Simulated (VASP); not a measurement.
Wanted: the native input for a VASP 6.6.1 run.

* Task: single point
* Functional: PBE
* Potentials or basis: VASP PAW PBE potentials, release 64 (Al, O)
* Cutoff: 520 eV
* k mesh: 6 × 6 × 6
* Occupations: gaussian, width 0.1 eV
* Spin: no spin polarisation
* Dipole correction: no
* Further INCAR settings: ALGO = Fast; EDIFF = 1e-06; NBANDS = 35

The structure of Al2O3 (Corundum) lies in POSCAR:

```
Al2O3
1.0
    2.3802500000      1.3742379782      4.3318666667
   -2.3802500000      1.3742379782      4.3318666667
    0.0000000000     -2.7484759565      4.3318666667
Al O
4 6
Direct
    0.3521600000      0.3521600000      0.3521600000
    0.1478400000      0.1478400000      0.1478400000
    0.6478400000      0.6478400000      0.6478400000
    0.8521600000      0.8521600000      0.8521600000
    0.5566800000      0.9433200000      0.2500000000
    0.2500000000      0.5566800000      0.9433200000
    0.9433200000      0.2500000000      0.5566800000
    0.4433200000      0.0566800000      0.7500000000
    0.7500000000      0.4433200000      0.0566800000
    0.0566800000      0.7500000000      0.4433200000
```

These files were run (other wordings do the same):

INCAR

```
PREC = Accurate
ENCUT = 520
EDIFF = 1E-6
ISMEAR = 0
SIGMA = 0.1
LREAL = False
LASPH = True
NELM = 100
ALGO = Fast
ISIF = 2
LWAVE = False
LCHARG = False
GGA = PE
NBANDS = 35
```

KPOINTS

```
Automatic mesh
0
Gamma
  6 6 6
```

Potentials or basis: VASP PAW PBE potentials, release 64 (Al, O).

Run with:

```sh
$ cat potpaw_PBE.64/Al/POTCAR potpaw_PBE.64/O/POTCAR > POTCAR
$ mpirun -np 1 vasp_std > vasp.out
```

Results of the run:

- Pressure: 7.2 GPa
- Largest force: 0.027 eV/Å
- Band gap on the k mesh: 6.22 eV, direct

Run time: 51 s on 1 thread of Intel(R) Xeon(R) 6975P-C (Granite Rapids), with other jobs on the host, peak memory 0.26 GiB.
